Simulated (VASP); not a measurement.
# HgTe: convergence, self-consistent run

HgTe, P1 (no. 1), 24 atoms in the cell. R2SCAN; PAW potentials Hg, Te (PBE set). VASP 6.6.1.

Wanted: energy within 0.5 meV/atom; forces within 0.003 eV/Å.

What the run is for: forces in a large cell; Accuracy asked: tight; Cell repeated: 2 × 2 × 3.

POSCAR:
```
HgTe
1.0
    0.0000000000      6.4290000000      6.4290000000
    6.4290000000      0.0000000000      6.4290000000
    9.6435000000      9.6435000000      0.0000000000
Hg Te
12 12
Direct
    0.0020900000     -0.0003750000     -0.0018160000
    0.0036810000      0.0015240000      0.3326830000
    0.0020580000      0.0072010000      0.6676310000
    0.0018810000      0.5011620000      0.0032990000
    0.0041090000      0.4933810000      0.3312200000
    0.0017980000      0.5004500000      0.6674830000
    0.4891990000      0.0045240000      0.0019250000
    0.5001760000     -0.0047100000      0.3348380000
    0.5027080000     -0.0000350000      0.6649230000
    0.4978990000      0.4983380000     -0.0001120000
    0.4988050000      0.4980550000      0.3338210000
    0.4985870000      0.4977360000      0.6684630000
    0.3822120000      0.3728680000      0.2440510000
    0.3730580000      0.3760630000      0.5867140000
    0.3780380000      0.3780110000      0.9156410000
    0.3745940000      0.8713270000      0.2512580000
    0.3729410000      0.8744330000      0.5837330000
    0.3786520000      0.8763550000      0.9144750000
    0.8701820000      0.3736630000      0.2532850000
    0.8755430000      0.3799290000      0.5811970000
    0.8718540000      0.3772310000      0.9169150000
    0.8762380000      0.8762750000      0.2479690000
    0.8767420000      0.8781900000      0.5795600000
    0.8741400000      0.8764380000      0.9114950000
```

The series start from Plane-wave cutoff (eV): 270; Projection operators (LREAL): Auto, ROPT -0.00025; Precision mode (PREC): Normal; Electronic threshold (eV): 1e-5; Parallel layout: defaults; Program: vasp_std; Electronic algorithm: ALGO=Normal; Bands a block (NSIM): NSIM=4; Data layout and linear algebra: defaults. Each series keeps the choices made before it, and each single choice may use up half of a tolerance.

## Plane-wave cutoff (eV)

| Plane-wave cutoff (eV) | Energy less reference (meV/atom) | Forces, largest deviation (eV/Å) | SCF iterations | Time (s) |
|---|---|---|---|---|
| 210 | 20.44 | 0.0465 | 28 | 66 |
| 240 | 3.90 | 0.0085 | 21 | 41 |
| 270 | -0.75 | 0.0046 | 26 | 138 |
| 310 | -0.27 | 0.0090 | 28 | 74 |
| 380 (reference) | 0.00 | 0.0000 | 25 | 91 |

Chosen: 380; the next looser run is off by more than half of the tolerance, so convergence isn't shown beyond this value.

## Projection operators (LREAL)

| Projection operators (LREAL) | Energy less reference (meV/atom) | Forces, largest deviation (eV/Å) | SCF iterations | Time (s) |
|---|---|---|---|---|
| Auto, ROPT -0.005 | -5.10 | 0.4650 | 27 | 99 |
| Auto, ROPT -0.002 | -2.53 | 0.1325 | 25 | 71 |
| Auto, ROPT -0.001 | -0.90 | 0.0237 | 25 | 94 |
| Auto, ROPT -0.0005 | -0.07 | 0.0108 | 25 | 97 |
| Auto, ROPT -0.00025 | -0.36 | 0.0047 | 25 | 91 |
| Auto, ROPT -0.0001 | -0.47 | 0.0010 | 25 | 87 |
| False (reference) | 0.00 | 0.0000 | 25 | 87 |

Chosen: False; the one before it in the list is off by more than half of the tolerance.

## Precision mode (PREC)

| Precision mode (PREC) | Energy less reference (meV/atom) | Forces, largest deviation (eV/Å) | SCF iterations | Time (s) |
|---|---|---|---|---|
| SingleN | 0.01 | 0.0202 | 24 | 73 |
| Normal | 0.03 | 0.0005 | 25 | 87 |
| Accurate (reference) | 0.00 | 0.0000 | 25 | 162 |

Chosen: Normal, the loosest value from which every tighter one stays within half of the tolerance.

## Electronic threshold (eV)

| Electronic threshold (eV) | Energy less reference (meV/atom) | Forces, largest deviation (eV/Å) | SCF iterations | Time (s) |
|---|---|---|---|---|
| 0.001 | 0.01 | 0.0021 | 19 | 95 |
| 0.0001 | 0.00 | 0.0013 | 20 | 123 |
| 1e-5 | 0.00 | 0.0004 | 25 | 87 |
| 1e-6 | 0.00 | 0.0002 | 27 | 141 |
| 1e-7 (reference) | 0.00 | 0.0000 | 34 | 182 |

Chosen: 0.0001.

## Parallel layout

| Parallel layout | Energy less reference (meV/atom) | Forces, largest deviation (eV/Å) | SCF iterations | Time (s) |
|---|---|---|---|---|
| defaults | 0.00 | 0.0000 | 20 | 123 |
| NCORE=2 | -0.01 | 0.0012 | 20 | 72 |
| NCORE=4 | 0.00 | 0.0013 | 19 | 64 |
| NCORE=8 | 0.00 | 0.0009 | 20 | 64 |
| NPAR=2 | 0.00 | 0.0013 | 19 | 71 |

Chosen: NCORE=4, the fastest of those that stay within half of the tolerance.

## Program

| Program | Energy less reference (meV/atom) | Forces, largest deviation (eV/Å) | SCF iterations | Time (s) |
|---|---|---|---|---|
| vasp_std | 0.00 | 0.0000 | 19 | 64 |
| vasp_gam | 0.00 | 0.0016 | 21 | 61 |

Chosen: vasp_std; no other choice that stays within half of the tolerance saves 30 % of the time.

## Electronic algorithm

| Electronic algorithm | Energy less reference (meV/atom) | Forces, largest deviation (eV/Å) | SCF iterations | Time (s) |
|---|---|---|---|---|
| ALGO=Normal | 0.00 | 0.0000 | 19 | 64 |
| ALGO=Fast | 0.00 | 0.0015 | 42 | 266 |
| ALGO=VeryFast | 0.02 | 0.0040 | 25 | 160 |
| ALGO=All ISEARCH=1 | 0.00 | 0.0105 | 14 | 103 |

Chosen: ALGO=Normal.

## Bands a block (NSIM)

| Bands a block (NSIM) | Energy less reference (meV/atom) | Forces, largest deviation (eV/Å) | SCF iterations | Time (s) |
|---|---|---|---|---|
| NSIM=4 | 0.00 | 0.0000 | 19 | 64 |
| NSIM=1 | 0.00 | 0.0005 | 19 | 108 |
| NSIM=2 | 0.00 | 0.0006 | 19 | 107 |
| NSIM=8 | 0.00 | 0.0010 | 19 | 101 |
| NSIM=16 | 0.00 | 0.0007 | 19 | 99 |

Chosen: NSIM=4.

## Data layout and linear algebra

| Data layout and linear algebra | Energy less reference (meV/atom) | Forces, largest deviation (eV/Å) | SCF iterations | Time (s) |
|---|---|---|---|---|
| defaults | 0.00 | 0.0000 | 19 | 64 |
| LPLANE=False | 0.00 | 0.0000 | 19 | 119 |
| LSCALAPACK=False | 0.00 | 0.0000 | 19 | 102 |
| LSCALU=True | 0.00 | 0.0000 | 19 | 73 |

Chosen: defaults.

## All choices together

| Input | Energy less reference (meV/atom) | Forces, largest deviation (eV/Å) | Time (s) |
|---|---|---|---|
| the program's defaults (naive) | 8.71 | 0.0101 | 33 |
| chosen settings | 0.03 | 0.0014 | 64 |
| reference settings throughout | 0.00 | 0.0000 | 273 |

The chosen settings stay within the tolerance of the reference run, but the reference itself isn't shown to be converged in: Plane-wave cutoff (eV).

## The input

INCAR:
```
SYSTEM = HgTe
  ALGO = Normal
  EDIFF = 1E-4
  EFERMI = MIDGAP
  ENCUT = 380
  GGA_COMPAT = .False.
  ISIF = 2
  ISMEAR = 0
  ISYM = 0
  LASPH = .True.
  LCHARG = .False.
  LMIXTAU = .True.
  LREAL = .False.
  LWAVE = .False.
  METAGGA = R2SCAN
  NCORE = 4
  NELM = 120
  NSIM = 4
  PREC = Normal
  SIGMA = 0.03
```

KPOINTS:
```
k-points
0
Gamma
  1 1 1
```

Commands:
```
cat potpaw_PBE.64/Hg/POTCAR potpaw_PBE.64/Te/POTCAR > POTCAR
mpirun -np 8 vasp_std > vasp.out
```

Limits: Only the k mesh 1 × 1 × 1 was run, so its error is untested.

The chosen input took VASP 6.6.1 64 s on 8 cores (AMD EPYC 7R43 (Zen 3)), a shared host.

## An input that fails: Gamma-only program on a mesh of k points

VASP's message: You are using the Gamma-point-only version with more than one k-point or some other non-Gamma k-point.

k mesh: 1 × 1 × 1 becomes 2 × 2 × 2.

Changes against the starting input:
```
- NELM = 120
+ NELM = 55
- vasp_std
+ vasp_gam
(KPOINTS)
-k-points
+Automatic mesh
-  1 1 1
+  2 2 2
+  0 0 0
```
